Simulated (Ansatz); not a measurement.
**Gallium, simple cubic under PBEsol: ground state and equation of state**

Aim: take gallium in the simple cubic structure, relax it, solve it on a dense k-mesh, then scale the cell to 7 volumes from 88 to 112 % of the relaxed one and try a fit of the equation of state. Spin polarisation is left out. The k-meshes are 11×11×11 for the relaxation; 19×19×19 for the dense run; 13×13×13 for the volumes.

Computed with Ansatz 0.2.0 (DFT PBEsol, plane waves (420 eV) with PAW, scalar-relativistic; PAW files made under PBE, frozen cores solved again for the functional, unless a step says otherwise).

### 1 The system as given

Symmetry: Pm-3m, No. 221, cubic system. Conventional cell: a = 2.766 Å, b = 2.766 Å, c = 2.766 Å, α = 90.00°, β = 90.00°, γ = 90.00°. Around Ga (site symmetry m-3m) lie 6 Ga at 2.77 Å.

Structure file:

```
Ga
1.0
     2.76603    0.00000    0.00000
     0.00000    2.76603    0.00000
     0.00000    0.00000    2.76603
Ga
1
Cartesian
  0.0000 0.0000 0.0000
```

### 2 Geometry optimisation

input.yaml

```yaml
crystal:
  lattice:
    - [2.7660252371, 0.0, 0.0]
    - [0.0, 2.7660252371, 0.0]
    - [0.0, 0.0, 2.7660252371]
  atoms:
    - { symbol: Ga, position: [0.0, 0.0, 0.0] }
hamiltonian:
  xc: pbesol
  pseudopotentials:
    kind: paw
    azcp:
      Ga: "pseudopotentials/Ga.paw.azcp"
basis:
  ecutwfc: 420
  fft_grid_basis: typed
kpoints:
  mp_grid: { grid: [11, 11, 11], shift: [0, 0, 0] }
magnetization:
  spin_polarized: false
scf:
  occupations: { method: fermi_dirac, width: 0.1 }
relax:
  max_steps: 60
  f_tol: 0.01
  cell: {}
output:
  write_density: true
  write_potential: true
  elf: true
  volumetric_format: npy
```

What it wrote:

```text
Warning: <dir> the record states the generating functional pbe (its physics header spells it `PBE`), which answers neither for hamiltonian.xc's functional nor for the pbesol family's — results may be inconsistent (PPs are generated against a specific XC)
Warning: RAYON_NUM_THREADS=2 ignored (pool sized by the plan → 2); use --threads N
Engine: ansatz 0.2.0, aarch64-unknown-linux-gnu
Pseudopotentials: kind: paw
Pseudopotential: Ga, paw, valence charge 13, recommended cutoff 420 eV (normal), <dir>
Functional definition: PBEsol
  exchange = pbesol_x
  correlation = pbesol_c
Crystal: 1 atoms, lattice volume = 21.163 Å³
Basis set: ecut = 420 eV, 437 PW (Γ), exchange–correlation on 40×40×40 points (8 copies of the dense FFT grid, shifted against one another)
Bands: 11, of which v1, the nominal top of the filled ones, is band 7 counted from 1 (6 counted from 0)
Symmetry: 48 space group operations
Space group: Pm-3m (ITA 221), of the structure as read, at distance tolerance 2.8e-5 Å
k-points: 56 of 1331
Non-local potential: Ga, projectors of the file, l = 0: 2, l = 1: 2, l = 2: 3, l = 3: 1
PAW form: soft (Blöchl's): semilocal exchange-correlation on the pseudo side does not see the compensation charge
PAW frozen core: Ga, regenerated for the run's functional, and the local potential with it (the file was generated under x = pbe(κ = 0.804, μ = 0.2195149727645171), c = pbe(β = 0.06672455060314922))
PAW one-centre angular grid: Ga, 590 points (default); XC on 64 Gauss nodes
Initial density: superposition of atomic densities (neutral atoms: chi_scale 0, normalization atom), corrected by the library's trained network
Initial wavefunctions: pseudopotential atomic-orbital guess
Functional: x = pbesol(κ = 0.804, μ = 0.12345679012345678), c = pbesol(β = 0.046)
SCF iter   1: F=—  HF=-3743.085481 eV  |F-HF|=—  |Δ(HF+E_count)|=         —  Δρ=1.57e-3  dr2=1.97e-4  ethr=1.77e-3  ⟨swp⟩=5.1  Hψ=3621  notcnv=0
preconditioner: auto → none  [metal: Δε(μ)=0.101 eV  Ē_g=21.093 eV  σ=0.100 eV  W_gap=0.24  n_scr=6 (ndim 8)  ℏωp=29.1 eV  f_vac=0.000  D(μ)=0.48/eV (n_scr^D=0)  sad-step TF]
SCF iter   2: F=—  HF=-3743.085136 eV  |F-HF|=—  |Δ(HF+E_count)|=   3.45e-4  Δρ=7.40e-4  dr2=5.12e-5  ethr=1.52e-6  ⟨swp⟩=2.0  Hψ=1367  notcnv=0
SCF iter   3: F=—  HF=-3743.085149 eV  |F-HF|=—  |Δ(HF+E_count)|=   1.28e-5  Δρ=2.64e-4  dr2=6.64e-6  ethr=3.94e-7  ⟨swp⟩=1.0  Hψ=605  notcnv=0
SCF iter   4: F=—  HF=-3743.085151 eV  |F-HF|=—  |Δ(HF+E_count)|=   2.46e-6  Δρ=7.41e-5  dr2=5.01e-7  ethr=5.11e-8  ⟨swp⟩=2.0  Hψ=963  notcnv=0
iter 5 did not close the SCF: its close was put off for the readings that it lacked (scf_convergence_deferred on its scf_iter line)
SCF iter   5: F=-3743.085151 eV  HF=-3743.085151 eV  |F-HF|=9.25e-10  |Δ(HF+E_count)|=   8.08e-8  Δρ=2.45e-6  dr2=5.85e-10  ethr=3.85e-9  ⟨swp⟩=2.0  Hψ=931  notcnv=0
SCF iter   6: F=-3743.085151 eV  HF=-3743.085151 eV  |F-HF|=1.73e-11  |Δ(HF+E_count)|=   1.24e-9  Δρ=9.31e-7  dr2=9.05e-11  ethr=4.50e-12  ⟨swp⟩=3.8  Hψ=2620  notcnv=0
SCF 1 converged in 6 iterations: F = -3743.085151 eV  dr2 = 9.05e-11
relax step   1: F+E_penalty+E_count = -3743.08515097 eV  Δ(F+E_penalty+E_count) = +0.000e0 eV  max|allowed force component| = 0.000e0 eV/Å  Δτ_max = 0.0000 Å  P = -4.782 GPa  Ω = 21.163 Å³  (6 SCF iters, dr2 threshold 1.00e-7 eV, accepted)
Crystal: 1 atoms, lattice volume = 19.159 Å³
Basis set: ecut = 420 eV, 365 PW (Γ), exchange–correlation on 40×40×40 points (8 copies of the dense FFT grid, shifted against one another)
Initial density: handed on by an earlier stage of this run
Initial wavefunctions: those handed on with the density
iter 1 solved again at ethr=1.34e-5 eV; its pass at ethr=3.10e-3 eV (dr2=1.74e-3 eV) is discarded
SCF iter   1: F=—  HF=-3743.124689 eV  |F-HF|=—  |Δ(HF+E_count)|=         —  Δρ=3.16e-3  dr2=1.75e-3  ethr=1.34e-5  ⟨swp⟩=1.2  Hψ=5046  notcnv=0
preconditioner: auto → none  [metal: Δε(μ)=0.152 eV  Ē_g=21.753 eV  σ=0.100 eV  W_gap=0.33  n_scr=6 (ndim 8)  ℏωp=30.6 eV  f_vac=0.000  D(μ)=0.51/eV (n_scr^D=0)]
SCF iter   2: F=—  HF=-3743.124195 eV  |F-HF|=—  |Δ(HF+E_count)|=   4.94e-4  Δρ=1.51e-3  dr2=1.54e-4  ethr=1.34e-5  ⟨swp⟩=2.2  Hψ=981  notcnv=0
SCF iter   3: F=—  HF=-3743.124155 eV  |F-HF|=—  |Δ(HF+E_count)|=   3.94e-5  Δρ=6.08e-4  dr2=4.47e-5  ethr=1.18e-6  ⟨swp⟩=2.0  Hψ=896  notcnv=0
SCF iter   4: F=—  HF=-3743.124157 eV  |F-HF|=—  |Δ(HF+E_count)|=   1.33e-6  Δρ=1.09e-4  dr2=1.02e-6  ethr=3.44e-7  ⟨swp⟩=2.9  Hψ=961  notcnv=0
SCF iter   5: F=-3743.124157 eV  HF=-3743.124157 eV  |F-HF|=5.78e-11  |Δ(HF+E_count)|=   4.69e-7  Δρ=2.59e-6  dr2=4.94e-10  ethr=7.69e-10  ⟨swp⟩=6.9  Hψ=2670  notcnv=0
SCF 2 converged in 5 iterations: F = -3743.124157 eV  dr2 = 4.94e-10
relax step   2: F+E_penalty+E_count = -3743.12415697 eV  Δ(F+E_penalty+E_count) = -3.901e-2 eV  max|allowed force component| = 0.000e0 eV/Å  Δτ_max = 0.0000 Å  P = -1.012 GPa  Ω = 19.159 Å³  energy of the carried Pulay correction = +4.394e-4 eV  (5 SCF iters, dr2 threshold 1.00e-7 eV, accepted)
Crystal: 1 atoms, lattice volume = 18.685 Å³
iter 1 solved again at ethr=9.97e-7 eV; its pass at ethr=3.10e-3 eV (dr2=1.30e-4 eV) is discarded
SCF iter   1: F=—  HF=-3743.125420 eV  |F-HF|=—  |Δ(HF+E_count)|=         —  Δρ=8.89e-4  dr2=1.36e-4  ethr=9.97e-7  ⟨swp⟩=2.0  Hψ=4838  notcnv=0
preconditioner: auto → none  [metal: Δε(μ)=0.194 eV  Ē_g=21.998 eV  σ=0.100 eV  W_gap=0.42  n_scr=6 (ndim 8)  ℏωp=31.0 eV  f_vac=0.000  D(μ)=0.50/eV (n_scr^D=0)]
SCF iter   2: F=—  HF=-3743.125380 eV  |F-HF|=—  |Δ(HF+E_count)|=   3.96e-5  Δρ=3.91e-4  dr2=1.07e-5  ethr=9.97e-7  ⟨swp⟩=2.1  Hψ=934  notcnv=0
SCF iter   3: F=—  HF=-3743.125383 eV  |F-HF|=—  |Δ(HF+E_count)|=   3.02e-6  Δρ=1.64e-4  dr2=3.28e-6  ethr=8.26e-8  ⟨swp⟩=2.0  Hψ=892  notcnv=0
SCF iter   4: F=-3743.125384 eV  HF=-3743.125384 eV  |F-HF|=4.57e-8  |Δ(HF+E_count)|=   1.99e-7  Δρ=3.16e-5  dr2=7.85e-8  ethr=7.69e-10  ⟨swp⟩=5.2  Hψ=3267  notcnv=0
SCF 3 converged in 4 iterations: F = -3743.125384 eV  dr2 = 7.85e-8
relax step   3: F+E_penalty+E_count = -3743.12538373 eV  Δ(F+E_penalty+E_count) = -1.227e-3 eV  max|allowed force component| = 0.000e0 eV/Å  Δτ_max = 0.0000 Å  P = +0.294 GPa  Ω = 18.685 Å³  energy of the carried Pulay correction = +5.499e-4 eV  (4 SCF iters, dr2 threshold 1.00e-7 eV, accepted)
Crystal: 1 atoms, lattice volume = 18.785 Å³
iter 1 solved again at ethr=5.50e-8 eV; its pass at ethr=3.10e-3 eV (dr2=7.14e-6 eV) is discarded
SCF iter   1: F=—  HF=-3743.125454 eV  |F-HF|=—  |Δ(HF+E_count)|=         —  Δρ=1.91e-4  dr2=6.65e-6  ethr=5.50e-8  ⟨swp⟩=2.1  Hψ=4682  notcnv=0
preconditioner: auto → none  [metal: Δε(μ)=0.196 eV  Ē_g=21.983 eV  σ=0.100 eV  W_gap=0.43  n_scr=6 (ndim 8)  ℏωp=30.9 eV  f_vac=0.000  D(μ)=0.51/eV (n_scr^D=0)]
SCF iter   2: F=—  HF=-3743.125452 eV  |F-HF|=—  |Δ(HF+E_count)|=   2.57e-6  Δρ=6.81e-5  dr2=3.81e-7  ethr=5.11e-8  ⟨swp⟩=2.1  Hψ=925  notcnv=0
SCF iter   3: F=—  HF=-3743.125451 eV  |F-HF|=—  |Δ(HF+E_count)|=   2.42e-7  Δρ=3.07e-5  dr2=1.41e-7  ethr=7.69e-10  ⟨swp⟩=7.6  Hψ=3003  notcnv=0
SCF iter   4: F=-3743.125451 eV  HF=-3743.125451 eV  |F-HF|=1.99e-9  |Δ(HF+E_count)|=   2.02e-8  Δρ=5.88e-6  dr2=2.77e-9  ethr=7.69e-10  ⟨swp⟩=6.5  Hψ=2718  notcnv=0
SCF 4 converged in 4 iterations: F = -3743.125451 eV  dr2 = 2.77e-9
relax step   4: F+E_penalty+E_count = -3743.12545132 eV  Δ(F+E_penalty+E_count) = -6.759e-5 eV  max|allowed force component| = 0.000e0 eV/Å  Δτ_max = 0.0000 Å  P = -0.001 GPa  Ω = 18.785 Å³  energy of the carried Pulay correction = +5.263e-4 eV  (4 SCF iters, dr2 threshold 1.00e-7 eV, accepted)
Basis set: ecut = 420 eV, 365 PW (Γ), exchange–correlation on 36×36×36 points (8 copies of the dense FFT grid, shifted against one another)
Initial wavefunctions: pseudopotential atomic-orbital guess (no wavefunctions were taken with the density)
iter 1 solved again at ethr=4.50e-8 eV; its pass at ethr=3.10e-3 eV (dr2=5.85e-6 eV) is discarded
SCF iter   1: F=—  HF=-3743.124928 eV  |F-HF|=—  |Δ(HF+E_count)|=         —  Δρ=1.43e-4  dr2=1.42e-6  ethr=4.50e-8  ⟨swp⟩=2.6  Hψ=5117  notcnv=0
preconditioner: auto → none  [metal: Δε(μ)=0.196 eV  Ē_g=21.979 eV  σ=0.100 eV  W_gap=0.43  n_scr=6 (ndim 8)  ℏωp=30.9 eV  f_vac=0.000  D(μ)=0.51/eV (n_scr^D=0)]
SCF iter   2: F=—  HF=-3743.124915 eV  |F-HF|=—  |Δ(HF+E_count)|=   1.29e-5  Δρ=1.37e-4  dr2=1.53e-6  ethr=1.10e-8  ⟨swp⟩=2.0  Hψ=896  notcnv=0
SCF iter   3: F=—  HF=-3743.124915 eV  |F-HF|=—  |Δ(HF+E_count)|=   2.07e-7  Δρ=2.18e-5  dr2=7.04e-8  ethr=1.10e-8  ⟨swp⟩=2.0  Hψ=961  notcnv=0
SCF iter   4: F=—  HF=-3743.124915 eV  |F-HF|=—  |Δ(HF+E_count)|=   1.78e-7  Δρ=4.49e-6  dr2=1.85e-9  ethr=5.42e-10  ⟨swp⟩=2.0  Hψ=976  notcnv=0
SCF iter   5: F=-3743.124915 eV  HF=-3743.124915 eV  |F-HF|=2.27e-12  |Δ(HF+E_count)|=  4.29e-10  Δρ=1.50e-7  dr2=1.70e-12  ethr=1.00e-12  ⟨swp⟩=3.9  Hψ=2733  notcnv=0
SCF 5 converged in 5 iterations: F = -3743.124915 eV  dr2 = 1.70e-12
relax step   5: F+E_penalty+E_count = -3743.12491492 eV  Δ(F+E_penalty+E_count) = +5.364e-4 eV  max|allowed force component| = 0.000e0 eV/Å  Δτ_max = 0.0000 Å  P = -0.003 GPa  Ω = 18.785 Å³  stress off target by 2.96e-3 GPa  SCF on the basis re-selected at this cell (its energy is not comparable with the rows above)  (5 SCF iters)
basis re-selected at this cell: Δ(F+E_penalty+E_count) = +5.364e-4 eV, ΔP = -0.002 GPa vs the last step (what re-selecting the basis moved, of the pressure what is left beyond the Pulay correction that the steps carried, after the strain that the cell walked since its last selection, with what the two solves' SCF thresholds leave and, on support functions, any second-order correction that the steps lacked; it is no measure of the basis error at this ecutwfc). The dense FFT grid was sized anew with the basis: this SCF ran on 18×18×18 points, the steps before it on 20×20×20, so part of this shift can come from that change (see relax.cell in the input reference). This SCF's stress stands 2.96e-3 GPa from its target on what of the cell is left free (relax.cell.stress_tol is 5.00e-2 GPa) and its largest allowed force component is 0.00e0 eV/Å (relax.f_tol is 1.00e-2 eV/Å): within both
SCF converged after 5 iterations
Free energy (F): -3743.124915 eV
Harris-Foulkes:  -3743.124915 eV  (|F-HF|=2.27e-12)
Internal energy: -3743.108382 eV  (E = F + TS)
E sigma→0 (E₀):  -3743.116648 eV
Entropy (-TS):   -0.016533 eV (-16.533 meV/atom)
Fermi energy:    9.371244 eV
--- Per-component energies (eV) ---
  E_band       = -39.343938
  E_kinetic    = 115.392006
  E_local      = -1823.540882  (includes V_loc(G=0)·N_el)
  E_nonlocal   = 423.176983
  E_hartree    = 854.825799
  E_xc         = -69.094816
  E_vxc        = -58.676629  (∫ρ·V_xc dr)
  E_paw        = -1946.031048  (= ΣΔE_a)
  E_vpaw       = -405.346921  (= ΣTr[D̂ρ^β])
  E_aug_tail   = -0.000134  (compensation charges beyond the density's cutoff)
  E_ewald      = -1298.699267
  E_core_change = 0.862978  (= ΣΔE_core)
  E_smearing   = -0.016533  (= −TS)
  E_closure    = 0.000000  (closes the sum)
  Σ components = -3743.124915   (vs F -3743.124915, Δ=0.00e0)
--- Forces (eV/Å), atoms counted from 1 ---
  atom   1  Ga    -0.00000000     0.00000000    -0.00000000
  max |Σ_I F_I| component: 2.47e-32 eV/Å
--- Stress (GPa, compression-positive) ---
       -0.002961      -0.000000       0.000000
       -0.000000      -0.002961       0.000000
        0.000000       0.000000      -0.002961
  P = ⅓ Tr σ = -0.0030 GPa (-0.030 kbar)
--- Band table (eV; the first three rows and the last of 56) ---
  k-point 0: bands = ["-5.8038", "-5.8038", "-5.1999", "-5.1999", "-5.1999", "-1.6683", "18.7337", "18.7337", "18.7337", "21.5708", "21.5708"]
  k-point 1: bands = ["-5.8000", "-5.7720", "-5.2133", "-5.2133", "-5.1988", "-1.4921", "16.4085", "18.9191", "18.9191", "21.7157", "23.0717"]
  k-point 2: bands = ["-5.7897", "-5.6896", "-5.2491", "-5.2491", "-5.1957", "-0.9585", "13.2318", "19.4626", "19.4626", "22.1524", "23.8829"]
  k-point 55: bands = ["-5.5953", "-5.5920", "-5.5920", "-5.0516", "-5.0516", "10.7589", "12.0825", "12.0825", "14.7186", "17.4887", "18.0064"]
--- Relaxed structure (4 steps of the walk, 4 accepted, 1 SCFs on fresh bases) ---
  F+E_penalty+E_count = -3743.12491492 eV   max|allowed force component| = 0.000e0 eV/Å   (the final SCF, on the basis selected at the relaxed cell)
  cell:  # Å, volume = 18.7851 Å³
    - [2.6583048624142034, 8.024708101613483e-34, 5.135813185032629e-34]
    - [-4.076551715619649e-33, 2.6583048624142034, 0.0]
    - [5.135813185032629e-34, 0.0, 2.6583048624142034]
  atoms:
    - { symbol: Ga, position: [0.0, 0.0, 0.0] }
```

It took 2.5 s on 2 threads of Arm Neoverse V1, shared host; peak memory 0.28 GiB.

The steps of the relaxation:

| step | energy change (meV/atom) | largest force (eV/Å) | pressure (GPa) | volume (Å³/atom) |
| --- | --- | --- | --- | --- |
| 1 | 0.00 | 0.0000 | -4.78 | 21.163 |
| 2 | -39.01 | 0.0000 | -1.01 | 19.159 |
| 3 | -40.23 | 0.0000 | 0.29 | 18.685 |
| 4 | -40.30 | 0.0000 | 0.00 | 18.785 |
| 5 | -39.76 | 0.0000 | 0.00 | 18.785 |

Steps that repeat a cell are solved on a basis chosen anew, so their changes of energy are no gain of the relaxation.

The cell of the run, before and after:

|  | before | after | change |
| --- | --- | --- | --- |
| a (Å) | 2.766 | 2.658 | -3.9 % |
| b (Å) | 2.766 | 2.658 | -3.9 % |
| c (Å) | 2.766 | 2.658 | -3.9 % |
| volume (Å³/atom) | 21.163 | 18.785 | -11.2 % |
| shortest distance (Å) | 2.766 | 2.658 | -3.9 % |
| space group (spins left aside) | Pm-3m | Pm-3m | same |

### 3 Single point on a dense mesh

input.yaml

```yaml
crystal:
  lattice:
    - [2.6583048624, 0.0, 0.0]
    - [0.0, 2.6583048624, 0.0]
    - [0.0, 0.0, 2.6583048624]
  atoms:
    - { symbol: Ga, position: [0.0, 0.0, 0.0] }
hamiltonian:
  xc: pbesol
  pseudopotentials:
    kind: paw
    azcp:
      Ga: "pseudopotentials/Ga.paw.azcp"
basis:
  ecutwfc: 420
  fft_grid_basis: typed
kpoints:
  mp_grid: { grid: [19, 19, 19], shift: [0, 0, 0] }
magnetization:
  spin_polarized: false
scf:
  occupations: { method: fermi_dirac, width: 0.1 }
```

What it wrote, shortened:

```text
Warning: <dir> the record states the generating functional pbe (its physics header spells it `PBE`), which answers neither for hamiltonian.xc's functional nor for the pbesol family's — results may be inconsistent (PPs are generated against a specific XC)
Warning: RAYON_NUM_THREADS=2 ignored (pool sized by the plan → 2); use --threads N
[...]
[... 3 set-up lines as earlier in the session ...]
[...]
Crystal: 1 atoms, lattice volume = 18.785 Å³
Basis set: ecut = 420 eV, 365 PW (Γ)
Bands: 11, of which v1, the nominal top of the filled ones, is band 7 counted from 1 (6 counted from 0)
[... 1 set-up line as earlier in the session ...]
Space group: Pm-3m (ITA 221), of the structure as read, at distance tolerance 2.7e-5 Å
k-points: 220 of 6859
[...]
SCF iter   1: F=—  HF=-3743.122634 eV  |F-HF|=—  |Δ(HF+E_count)|=         —  Δρ=2.07e-3  dr2=2.56e-4  ethr=1.77e-3  ⟨swp⟩=5.1  Hψ=14389  notcnv=0
[...]
SCF iter   6: F=-3743.122306 eV  HF=-3743.122306 eV  |F-HF|=6.82e-12  |Δ(HF+E_count)|=  9.38e-10  Δρ=5.28e-7  dr2=2.77e-11  ethr=4.82e-12  ⟨swp⟩=1.1  Hψ=6204  notcnv=0
[...]
SCF converged after 6 iterations
Free energy (F): -3743.122306 eV
[...]
E sigma→0 (E₀):  -3743.114413 eV
Entropy (-TS):   -0.015787 eV (-15.787 meV/atom)
Fermi energy:    9.325156 eV
[...]
```

It took 1.4 s on 2 threads of Arm Neoverse V1, shared host; peak memory 0.3 GiB.

### 4 At 88 % of the relaxed volume

input.yaml

```yaml
crystal:
  lattice:
    - [2.5474109408, 0.0, 0.0]
    - [0.0, 2.5474109408, 0.0]
    - [0.0, 0.0, 2.5474109408]
  atoms:
    - { symbol: Ga, position: [0.0, 0.0, 0.0] }
hamiltonian:
  xc: pbesol
  pseudopotentials:
    kind: paw
    azcp:
      Ga: "pseudopotentials/Ga.paw.azcp"
basis:
  ecutwfc: 420
  fft_grid_basis: typed
kpoints:
  mp_grid: { grid: [13, 13, 13], shift: [0, 0, 0] }
magnetization:
  spin_polarized: false
scf:
  occupations: { method: fermi_dirac, width: 0.1 }
  lower_state_search: "off"
output:
  stress: true
  write_density: true
  write_potential: true
  elf: true
  volumetric_format: npy
```

What it wrote, shortened:

```text
Warning: <dir> the record states the generating functional pbe (its physics header spells it `PBE`), which answers neither for hamiltonian.xc's functional nor for the pbesol family's — results may be inconsistent (PPs are generated against a specific XC)
Warning: RAYON_NUM_THREADS=2 ignored (pool sized by the plan → 2); use --threads N
[...]
[... 3 set-up lines as earlier in the session ...]
[...]
Crystal: 1 atoms, lattice volume = 16.531 Å³
Basis set: ecut = 420 eV, 341 PW (Γ)
Bands: 11, of which v1, the nominal top of the filled ones, is band 7 counted from 1 (6 counted from 0)
[... 1 set-up line as earlier in the session ...]
Space group: Pm-3m (ITA 221), of the structure as read, at distance tolerance 2.5e-5 Å
k-points: 84 of 2197
[...]
SCF iter   1: F=—  HF=-3743.055378 eV  |F-HF|=—  |Δ(HF+E_count)|=         —  Δρ=1.98e-3  dr2=2.66e-4  ethr=1.77e-3  ⟨swp⟩=5.0  Hψ=5505  notcnv=0
[...]
SCF iter   6: F=-3743.054885 eV  HF=-3743.054885 eV  |F-HF|=1.82e-12  |Δ(HF+E_count)|=   2.15e-8  Δρ=1.05e-6  dr2=9.35e-11  ethr=6.90e-10  ⟨swp⟩=5.5  Hψ=4978  notcnv=0
[...]
SCF converged after 6 iterations
Free energy (F): -3743.054885 eV
[...]
E sigma→0 (E₀):  -3743.047532 eV
Entropy (-TS):   -0.014707 eV (-14.707 meV/atom)
Fermi energy:    11.104763 eV
[...]
--- Stress (GPa, compression-positive) ---
       10.125726       0.000000       0.000000
        0.000000      10.125726       0.000000
        0.000000       0.000000      10.125726
  P = ⅓ Tr σ = 10.1257 GPa (101.257 kbar)
--- Band table (eV; the first three rows and the last of 84) ---
  k-point 0: bands = ["-4.2665", "-4.2665", "-3.4572", "-3.4572", "-3.4572", "-0.8532", "21.4461", "21.4461", "21.4461", "24.2306", "24.2306"]
[...]
```

Wall time 0.94 s (2 threads of Arm Neoverse V1, shared host); peak memory 0.27 GiB.

Density in a lattice plane of the grid's cell (edges 2.55 and 2.55 Å, at 0.000 of the third edge), which holds Ga.

Ten even steps from ' ' (0.13 e/Å³) to '@' (52.09 e/Å³):
```
##**==::..                              ..::==**
++==--..                                  ..--==
::....                                      ....
..                                              
                                                
                                                
                                                
                                                
                                                
                                                
                                                
                                                
                                                
                                                
                                                
..                                              
::....                                      ....
++==--..                                  ..--==
##**==::..                              ..::==**
@@%%**--..                              ..--**%%
```
Columns run along the first of these edges and rows up along the second, over one cell in 24 and 20 even steps from the bottom left corner. Atoms in the plane (fractional): Ga at (0.00, 0.00).

ELF in the same plane.

Ten even steps from ' ' (0.05) to '@' (0.51):
```
--..      ::--==++**##%%%%%%##**++==--::      ..
        ..::--++++**##%%%%%%##**++++--::..      
      ..::--==++++**##%%%%%%##**++++==--::..    
....::::--==++++++**##%%%%%%##**++++++==--::::..
------====++++++++**##########**++++++++====----
++++++++++++++++******######******++++++++++++++
++++++++**********************************++++++
********************++++++++++******************
%%%%%%%%%%######**++++======++++**######%%%%%%%%
%%%%%%%%%%%%####**++++======++++**####%%%%%%%%%%
%%%%%%%%%%######**++++======++++**######%%%%%%%%
********************++++++++++******************
++++++++**********************************++++++
++++++++++++++++******######******++++++++++++++
------====++++++++**##########**++++++++====----
....::::--==++++++**##%%%%%%##**++++++==--::::..
      ..::--==++++**##%%%%%%##**++++==--::..    
        ..::--++++**##%%%%%%##**++++--::..      
--..      ::--==++**##%%%%%%##**++==--::      ..
@@==      ..--==++**##%%%%%%##**++==--..      ==
```
Columns run along the first of these edges and rows up along the second, over one cell in 24 and 20 even steps from the bottom left corner. Atoms in the plane (fractional): Ga at (0.00, 0.00).

Both are smooth fields of the valence electrons: close to the nuclei they are not physical.

[end of part 1 of 2]
